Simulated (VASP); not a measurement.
Nb:

```
Nb
1.0
     0.00000    2.08415    2.08415
     2.08415    0.00000    2.08415
     2.08415    2.08415    0.00000
Nb
1
Direct
  0.00000 0.00000 0.00000
```

This isn't the form of Nb at room conditions, which is bcc.

Base run:

| Quantity | Value |
| --- | --- |
| Program | VASP 6.6.1 |
| Functional | PBEsol |
| Potentials or basis | VASP PAW PBE potentials, release 64 (Nb_sv) |
| Cutoff | 700 eV |
| k mesh | 18 × 18 × 18 |
| Occupations | gaussian, width 0.1 eV |
| Spin | no spin polarisation |

Its results: band gap on the k mesh none (metal or under the smearing width); pressure 0.0 GPa.

The run is repeated on the same cell with these changes: functional from PBEsol to r2SCAN; cutoff from 700 eV to 520 eV. What comes out?

Band gap on the k mesh none (metal or under the smearing width); pressure 5.5 GPa.

Caveats: the PAW data sets were made with another functional, which shifts forces and pressure a little.
